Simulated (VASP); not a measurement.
# Os (P6_3/mmc) in VASP: a series of runs

One crystal, Os, is run at these levels: TPSS, revTPSS, MS2; tasks: relaxation of cell and atoms.

Everything below comes from runs of VASP 6.6.1. Logs are shortened: lines on timing, memory, paths and dates and some standing lists are left out, and cuts for length are marked.

## 1. The crystal as given

The structure is hexagonal, space group P6_3/mmc (No. 194). The conventional cell has a = 2.734 Å, b = 2.734 Å, c = 4.320 Å, α = 90.00°, β = 90.00°, γ = 120.00°. Os (site symmetry -6m2) is surrounded by 12 Os at 2.68 to 2.73 Å.

## 2. Relaxation of cell and atoms, TPSS

Input file INCAR:

```
SYSTEM = Os
PREC = Accurate
ENCUT = 600
EDIFF = 1E-6
ISMEAR = -1
SIGMA = 0.05
LREAL = .FALSE.
LASPH = .TRUE.
NELM = 100
ALGO = Normal
ISIF = 3
LWAVE = .FALSE.
LCHARG = .FALSE.
METAGGA = TPSS
LMIXTAU = .TRUE.
IBRION = 2
NSW = 60
EDIFFG = -0.02
```

Input file KPOINTS:

```
Automatic mesh
0
G
  11 11 6
  0 0 0
```

Input file POSCAR:

```
Os
1.0
    2.7341000000      0.0000000000      0.0000000000
   -1.3670500000      2.3678000565      0.0000000000
    0.0000000000      0.0000000000      4.3197000000
Os
2
Direct
    0.6666666667      0.3333333333      0.7500000000
    0.3333333333      0.6666666667      0.2500000000
```

Potentials or basis: VASP PAW PBE potentials, release 64 (Os).

The run is started by

```console
cat potpaw_PBE.64/Os/POTCAR > POTCAR
mpirun -np 1 vasp_std > vasp.out
```

OUTCAR:

```text
SYSTEM = Os
   PREC = Accurate
   ENCUT = 600
   EDIFF = 1E-6
   ISMEAR = -1
   LREAL = .FALSE.
   LASPH = .TRUE.
   NELM = 100
   ISIF = 3
   METAGGA = TPSS
   IBRION = 2
   NSW = 60
   EDIFFG = -0.02

 ion  position               nearest neighbor table
   1  0.667  0.333  0.750-   2 2.68   2 2.68   2 2.68   2 2.68   2 2.68   2 2.68
   2  0.333  0.667  0.250-   1 2.68   1 2.68   1 2.68   1 2.68   1 2.68   1 2.68

  LATTYP: Found a hexagonal cell.
 ALAT       =     2.7341000000
 C/A-ratio  =     1.5799348963

  Lattice vectors:

 A1 = (   2.7341000000,   0.0000000000,   0.0000000000)
 A2 = (  -1.3670500000,   2.3678000565,   0.0000000000)
 A3 = (   0.0000000000,   0.0000000000,   4.3197000000)

Analysis of symmetry for initial positions (statically):
=====================================================================
 Subroutine PRICEL returns:
 Original cell was already a primitive cell.

 Routine SETGRP: Setting up the symmetry group for a
 hexagonal supercell.

 Subroutine GETGRP returns: Found 24 space group operations
 (whereof 12 operations were pure point group operations)
 out of a pool of 24 trial point group operations.

The static configuration has the point symmetry D_3d.
 The point group associated with its full space group is D_6h.

Analysis of symmetry for dynamics (positions and initial velocities):
=====================================================================
 Subroutine PRICEL returns:
 Original cell was already a primitive cell.

 Routine SETGRP: Setting up the symmetry group for a
 hexagonal supercell.

 Subroutine GETGRP returns: Found 24 space group operations
 (whereof 12 operations were pure point group operations)
 out of a pool of 24 trial point group operations.

The dynamic configuration has the point symmetry D_3d.
 The point group associated with its full space group is D_6h.

 Subroutine INISYM returns: Found 24 space group operations
 (whereof 12 operations are pure point group operations),
 and found     1 'primitive' translations

----------------------------------------------------------------------------------------

                                     Primitive cell

  volume of cell :      27.9649

  direct lattice vectors                    reciprocal lattice vectors
     2.734100000  0.000000000  0.000000000     0.365751070  0.211166479  0.000000000
    -1.367050000  2.367800057  0.000000000     0.000000000  0.422332957  0.000000000
     0.000000000  0.000000000  4.319700000     0.000000000  0.000000000  0.231497558

  length of vectors
     2.734100000  2.734100000  4.319700000     0.422332957  0.422332957  0.231497558

  position of ions in fractional coordinates (direct lattice)
     0.666666667  0.333333333  0.750000000
     0.333333333  0.666666667  0.250000000

  ion indices of the primitive-cell ions
   primitive index   ion index
                 1           1
                 2           2

----------------------------------------------------------------------------------------

 KPOINTS: Automatic mesh

Automatic generation of k-mesh.
 Grid dimensions read from file:
 generate k-points for:   11   11    6

 Generating k-lattice:

  Cartesian coordinates                     Fractional coordinates (reciprocal lattice)
     0.033250097  0.019196953  0.000000000     0.090909091 -0.000000000  0.000000000
     0.000000000  0.038393905  0.000000000     0.000000000  0.090909091  0.000000000
     0.000000000  0.000000000  0.038582926     0.000000000  0.000000000  0.166666667

  Length of vectors
     0.038393905  0.038393905  0.038582926

  Shift w.r.t. Gamma in fractional coordinates (k-lattice)
     0.000000000  0.000000000  0.000000000

 Subroutine IBZKPT returns following result:
 ===========================================

 Found     64 irreducible k-points:

 Following reciprocal coordinates:
            Coordinates               Weight
  0.000000  0.000000  0.000000      1.000000
  0.090909  0.000000  0.000000      6.000000
  0.181818  0.000000  0.000000      6.000000
  0.272727 -0.000000  0.000000      6.000000
  0.363636 -0.000000  0.000000      6.000000
  0.454545  0.000000  0.000000      6.000000
[... 42 lines left out ...]
  0.000000  0.000000  0.500000      1.000000
  0.090909  0.000000  0.500000      6.000000
 [... further k-points ...]
   k-points           NKPTS =     64   k-points in BZ     NKDIM =     64   number of bands    NBANDS=     12
   number of dos      NEDOS =    301   number of ions     NIONS =      2
   total plane-waves  NPLWV =  20736
   dimension x,y,z NGX =    24 NGY =   24 NGZ =   36
   dimension x,y,z NGXF=    48 NGYF=   48 NGZF=   72
   ions per type =               2
   NGX,Y,Z   is equivalent  to a cutoff of  14.59, 14.59, 13.85 a.u.
   NGXF,Y,Z  is equivalent  to a cutoff of  29.19, 29.19, 27.71 a.u.
 SYSTEM =  Os
   PREC   = accura    normal or accurate (medium, high low for compatibility)
   ISTART =      0    job   : 0-new  1-cont  2-samecut
   ICHARG =      2    charge: 1-file 2-atom 10-const
   ISPIN  =      1    spin polarized calculation?
   LNONCOLLINEAR =      F non collinear calculations
   LSORBIT =      F    spin-orbit coupling
   LASPH  =      T    aspherical Exc in radial PAW
   ENCUT  =  600.0 eV  44.10 Ry    6.64 a.u.   5.46  5.46  8.63*2*pi/ulx,y,z
   NELM   =    100;   NELMIN=  2; NELMDL= -5     # of ELM steps
   EDIFF  = 0.1E-05   stopping-criterion for ELM
   LREAL  =      F    real-space projection
   EDIFFG = -.2E-01   stopping-criterion for IOM
   NSW    =     60    number of steps for IOM
   IBRION =      2    ionic relax: 0-MD 1-quasi-New 2-CG
   NFREE  =      1    steps in history (QN), initial steepest desc. (CG)
   ISIF   =      3    stress and relaxation
   ISYM   =      2    0-nonsym 1-usesym 2-fastsym
   POTIM  = 0.5000    time-step for ionic-motion
   TEBEG  =    0.0;   TEEND  =   0.0 temperature during run
   PSTRESS=    0.0 pullay stress
   NELECT =      16.0000    total number of electrons
   NUPDOWN=      -1.0000    fix difference up-down
   EMIN   =  10.00;   EMAX   =-10.00  energy-range for DOS
   EFERMI =   0.00;   METHOD = LEGACY
   ISMEAR =    -1;   SIGMA  =   0.05  broadening in eV -4-tet -1-fermi 0-gaus
   EFERMI_NEDOS =   21; number of points for ismear=-14 and -15
   IALGO  =     38    algorithm
   IMIX   =      4    mixing-type and parameters
     AMIX     =   0.40;   BMIX     =  1.00
     AMIX_MAG =   1.60;   BMIX_MAG =  1.00
  volume/ion in A,a.u.               =      13.98        94.36
  Fermi-wavevector in a.u.,A,eV,Ry     =   1.359076  2.568282 25.131161  1.847088
  Thomas-Fermi vector in A             =   2.485855
   LORBIT       =      0    0 simple, 1 ext, 2 COOP (PROOUT), +10 PAW based schemes
   METAGGA = TPSS    functional components
   LHFCALC =     F    Hartree Fock is set to
   AEXX    =    0.0000 exact exchange contribution
   IVDW    =     0    specifies the selected vdW correction
   LEPSILON=     F    determine dielectric tensor
   LRPA    =     F    only Hartree local field effects (RPA)
 conjugate gradient relaxation of ions
 non-spin polarized calculation
  energy-cutoff  :      600.00
  volume of cell :       27.96
 maximum number of plane-waves:       965
 NGX is ok and might be reduce to    24
   NGX = 11   NGY = 11   NGZ = 17

--------------------------------------- Ionic step        1  -------------------------------------------

 number of electron      16.0000001 magnetization

 Free energy of the ion-electron system (eV)
  ---------------------------------------------------
  ext. energy  EPLUGINS =         0.00000000
  ---------------------------------------------------
  free energy    TOTEN  =       -24.51129412 eV

  energy without entropy =      -24.49805462  energy(sigma->0) =      -24.50467437

------------------------ aborting loop because EDIFF is reached ----------------------------------------

  FORCE on cell =-STRESS in cart. coord.  units (eV):
  Direction    XX          YY          ZZ          XY          YZ          ZX
  --------------------------------------------------------------------------------------
  -------------------------------------------------------------------------------------
  Total        0.5279641      0.5279641      0.6596071      0.0000000      0.0000000      0.0000000
  in kB       30.2483671     30.2483671     37.7905253      0.0000000      0.0000000      0.0000000
  external PRESSURE =      32.7624198 kB  Pullay stress =       0.0000000 kB
[... 57 lines left out ...]
  energy  without entropy=      -24.4574775830  energy(sigma->0) =      -24.46462026

--------------------------------------- Ionic step        3  -------------------------------------------

 number of electron      16.0000001 magnetization

 Free energy of the ion-electron system (eV)
  ---------------------------------------------------
  ext. energy  EPLUGINS =         0.00000000
  ---------------------------------------------------
  free energy    TOTEN  =       -24.51341445 eV

  energy without entropy =      -24.49999173  energy(sigma->0) =      -24.50670309

 E-fermi :   9.2889     XC(G=0): -14.1214

 val. band max:        9.2640486092   @ k =   0.0909   0.0000   0.3333
 cond. band min:       9.3362732344   @ k =   0.0000   0.0000   0.0000
 fundamental gap:      0.0722246253
 Fermi energy:         9.2888600898

 k-point     1 :       0.0000    0.0000    0.0000
  band No.  band energies     occupation
      1      -1.4860      2.00000
      2       1.6167      2.00000
      3       6.3011      2.00000
      4       6.3011      2.00000
      5       6.5592      2.00000
      6       7.1415      2.00000
      7       7.1415      2.00000
      8       7.7852      2.00000
      9       7.7852      2.00000
     10       9.3363      0.55847
     11      10.9938      0.00000
     12      10.9938      0.00000
[... 571 lines left out ...]
 k-point    40 :       0.1818    0.0909    0.3333
  band No.  band energies     occupation
      1       1.4439      2.00000
      2       3.2937      2.00000
      3       4.0356      2.00000
      4       4.9928      2.00000
      5       5.6159      2.00000
      6       6.6217      2.00000
      7       7.0140      2.00000
      8       7.9715      2.00000
      9       9.4317      0.10875
     10       9.7751      0.00012
     11      10.9615      0.00000
     12      12.8535      0.00000

 [... further k-points ...]

------------------------ aborting loop because EDIFF is reached ----------------------------------------

  FORCE on cell =-STRESS in cart. coord.  units (eV):
  Direction    XX          YY          ZZ          XY          YZ          ZX
  --------------------------------------------------------------------------------------
  -------------------------------------------------------------------------------------
  Total       -0.0134623     -0.0134623      0.0191077     -0.0000000     -0.0000000      0.0000000
  in kB       -0.7654678     -0.7654678      1.0864700     -0.0000000     -0.0000000      0.0000000
  external PRESSURE =      -0.1481552 kB  Pullay stress =       0.0000000 kB
[... 17 lines left out ...]
  FREE ENERGIE OF THE ION-ELECTRON SYSTEM (eV)
  ---------------------------------------------------
  free  energy   TOTEN  =       -24.5134144459 eV

  energy  without entropy=      -24.4999917285  energy(sigma->0) =      -24.50670309

 reached required accuracy - stopping structural energy minimisation
```

It took 2.5 min on 1 thread of Intel Xeon Platinum 8488C (Sapphire Rapids), shared host; peak memory 0.17 GiB.

What came out:

| Property | Result |
| --- | --- |
| Free energy | -24.5134 eV |
| Relaxed volume | 14.09 Å³/atom |
| Relaxed cell | a = 2.740 Å, b = 2.740 Å, c = 4.332 Å, α = 90.00°, β = 90.00°, γ = 120.00° |
| Space group after relaxing (to 0.05 Å) | P6_3/mmc (No. 194) |
| Energy gained by relaxing | 1.1 meV/atom |
| Ionic steps | 3 |
| Pressure after relaxing | 0.0 GPa |
| Band gap on the k mesh | none (metal or under the smearing width) |

The path:
```csv
step,energy change (eV),largest force (eV/Å),pressure (GPa),volume (Å³)
1,0.0000,0.0000,3.28,27.96
2,0.0395,0.0000,-13.24,29.14
3,-0.0021,0.0000,-0.01,28.18
```

Final structure:
```
Os
1.0
     2.74048    0.00000    0.00000
    -1.37024    2.37333    0.00000
     0.00000    0.00000    4.33229
Os
2
Direct
  0.66667 0.33333 0.75000
  0.33333 0.66667 0.25000
```

Levels at points of the mesh, in eV from the Fermi level:
| k point | band 4 | band 5 | band 6 | band 7 | band 8 | band 9 | band 10 | band 11 | band 12 |
| --- | --- | --- | --- | --- | --- | --- | --- | --- | --- |
| (0.00, 0.00, 0.00) | -2.99 | -2.73 | -2.15 | -2.15 | -1.50 | -1.50 | 0.05 | 1.70 | 1.70 |
| (0.00, 0.00, 0.50) | -3.50 | -3.18 | -3.18 | -3.18 | -3.18 | 0.93 | 0.93 | 0.93 | 0.93 |

Caveat: the PAW data sets were made with another functional, which shifts forces and pressure a little. Zero-point motion and thermal expansion aren't in these numbers.

## 3. Relaxation of cell and atoms, revTPSS

Input file INCAR:

```
SYSTEM = Os
PREC     = Accurate       ! precision mode
ENCUT    = 600            ! plane-wave cutoff, eV
EDIFF    = 1E-7           ! SCF threshold, eV
ISMEAR   = -1             ! smearing method
SIGMA    = 0.05           ! smearing width, eV
LREAL    = .False.        ! projectors in reciprocal space
LASPH    = .True.         ! aspherical terms in the spheres
NELM     = 100            ! most SCF steps
ALGO     = Normal         ! electronic algorithm
ISIF     = 3              ! what is computed and relaxed
LWAVE    = .False.        ! write WAVECAR
LCHARG   = .False.        ! write CHGCAR
METAGGA  = RTPSS          ! meta-GGA
LMIXTAU  = .True.       
IBRION   = 2              ! ionic algorithm
NSW      = 60             ! ionic steps
EDIFFG   = -0.005         ! ionic threshold
```

Input file KPOINTS:

```
regular mesh
0
Gamma
  11 11 6
  0 0 0
```

POSCAR is that of step 2.

Potentials or basis: VASP PAW PBE potentials, release 64 (Os).

The run is started by

```console
cat potpaw_PBE.64/Os/POTCAR > POTCAR
mpirun -np 1 vasp_std > vasp.out
```

It took 4.1 min on 1 thread of Intel Xeon Platinum 8488C (Sapphire Rapids), shared host; peak memory 0.18 GiB.

The run converged. Its results:

```yaml
Free_energy: 56.0292 eV
Relaxed_volume: 13.86 Å³/atom
Relaxed_cell: a = 2.725 Å, b = 2.725 Å, c = 4.311 Å, α = 90.00°, β = 90.00°, γ = 120.00°
Space_group_after_relaxing_to_0.05_Å: P6_3/mmc (No. 194)
Energy_gained_by_relaxing: 1.4 meV/atom
Ionic_steps: 6
Pressure_after_relaxing: 0.0 GPa
Band_gap_on_the_k_mesh: none (metal or under the smearing width)
```

Step by step:
```
step  energy change (eV)  largest force (eV/Å)  pressure (GPa)  volume (Å³)
   1              0.0000                0.0000           -3.66        27.96
   2              0.0556                0.0000           18.78        26.69
   3             -0.0027                0.0000           -0.02        27.73
   4             -0.0027                0.0000            0.06        27.73
   5             -0.0027                0.0000            0.04        27.73
   6             -0.0028                0.0000            0.05        27.73
```

Final structure:
```xyz
2
Lattice="2.7254 0.0000 0.0000 -1.3627 2.3603 0.0000 0.0000 0.0000 4.3106" Properties=species:S:1:pos:R:3 pbc="T T T"
Os    1.3627    0.7868    3.2330
Os    0.0000    1.5735    1.0777
```

Levels at points of the mesh, in eV from the Fermi level:
| k point | band 5 | band 6 | band 7 | band 8 | band 9 | band 10 | band 11 | band 12 |
| --- | --- | --- | --- | --- | --- | --- | --- | --- |
| (0.00, 0.00, 0.00) | -2.80 | -2.20 | -2.20 | -1.53 | -1.53 | 0.02 | 1.75 | 1.75 |
| (0.00, 0.00, 0.50) | -3.25 | -3.25 | -3.25 | -3.25 | 0.96 | 0.96 | 0.96 | 0.96 |

Caveat: the PAW data sets were made with another functional, which shifts forces and pressure a little.

## 4. Relaxation of cell and atoms, MS2

Input file INCAR:

```
SYSTEM = Os
ALGO     = Normal         ! electronic algorithm
EDIFF    = 1E-6           ! SCF threshold, eV
EDIFFG   = -0.01          ! ionic threshold
ENCUT    = 600            ! plane-wave cutoff, eV
IBRION   = 2              ! ionic algorithm
ISIF     = 3              ! what is computed and relaxed
ISMEAR   = -1             ! smearing method
LASPH    = .TRUE.         ! aspherical terms in the spheres
LCHARG   = .FALSE.        ! write CHGCAR
LMIXTAU  = .TRUE.       
LREAL    = .FALSE.        ! projectors in reciprocal space
LWAVE    = .FALSE.        ! write WAVECAR
METAGGA  = MS2            ! meta-GGA
NELM     = 60             ! most SCF steps
NSW      = 40             ! ionic steps
PREC     = Accurate       ! precision mode
SIGMA    = 0.05           ! smearing width, eV
```

Input file KPOINTS:

```
k-points
0
G
  11 11 6
  0 0 0
```

POSCAR is that of step 3.

The run is started by

```console
cat potpaw_PBE.64/Os/POTCAR > POTCAR
mpirun -np 1 vasp_std > vasp.out
```

Run time: 4 min. Hardware: 1 thread of Intel Xeon Platinum 8488C (Sapphire Rapids), shared host; peak memory 0.18 GiB.

The run converged. Its results:

| Item | Value |
| --- | --- |
| Free energy | 12.1619 eV |
| Relaxed volume | 13.82 Å³/atom |
| Relaxed cell | a = 2.723 Å, b = 2.723 Å, c = 4.304 Å, α = 90.00°, β = 90.00°, γ = 120.00° |
| Space group after relaxing (to 0.05 Å) | P6_3/mmc (No. 194) |
| Energy gained by relaxing | 2.8 meV/atom |
| Ionic steps | 7 |
| Pressure after relaxing | -0.1 GPa |
| Band gap on the k mesh | none (metal or under the smearing width) |

Step by step:
```tsv
step	energy change (eV)	largest force (eV/Å)	pressure (GPa)	volume (Å³)
1	0.0000	0.0000	-5.22	27.96
2	0.1178	0.0000	28.37	26.16
3	-0.0055	0.0000	-0.14	27.64
4	-0.0055	0.0000	-0.01	27.63
5	-0.0055	0.0000	0.09	27.63
6	-0.0055	0.0000	-0.36	27.65
7	-0.0055	0.0000	-0.06	27.64
```

Final structure:
```
Os
1.0
     2.72301    0.00000    0.00000
    -1.36150    2.35820    0.00000
     0.00000    0.00000    4.30388
Os
2
Direct
  0.66667 0.33333 0.75000
  0.33333 0.66667 0.25000
```

Levels at points of the mesh, in eV from the Fermi level:
| k point | band 6 | band 7 | band 8 | band 9 | band 10 | band 11 |
| --- | --- | --- | --- | --- | --- | --- |
| (0.00, 0.00, 0.00) | -2.23 | -2.23 | -1.55 | -1.55 | -0.07 | 1.79 |
| (0.00, 0.00, 0.50) | -3.30 | -3.30 | -3.30 | 0.98 | 0.98 | 0.98 |

Caveat: the PAW data sets were made with another functional, which shifts forces and pressure a little.

## 5. The reference run

An earlier run on the cell as given: functional PBE; potentials or basis VASP PAW PBE potentials, release 64 (Os); cutoff 520 eV; k mesh 11 × 11 × 6; occupations fermi-dirac, width 0.05 eV; no spin polarisation.

* Pressure: 8.9 GPa
* Band gap on the k mesh: none (metal or under the smearing width)

## 6. Summary

```tsv
task	level	cell	cutoff (eV)	gap on the mesh (eV)	pressure (GPa)	relaxed volume (Å³/atom)
relaxation of cell and atoms	TPSS	relaxed	600	none	0.0	14.09
relaxation of cell and atoms	revTPSS	relaxed	600	none	0.0	13.86
relaxation of cell and atoms	MS2	relaxed	600	none	-0.1	13.82
single point	PBE	as given	520	none	8.9	-
```

Alike in all rows: potentials or basis VASP PAW PBE potentials, release 64 (Os); no spin polarisation; k mesh 11 × 11 × 6; smearing fermi-dirac 0.05 eV.

Caveats: the PAW data sets were made with another functional, which shifts forces and pressure a little (some runs).

Absolute energies hang on the potentials; compare differences alone.
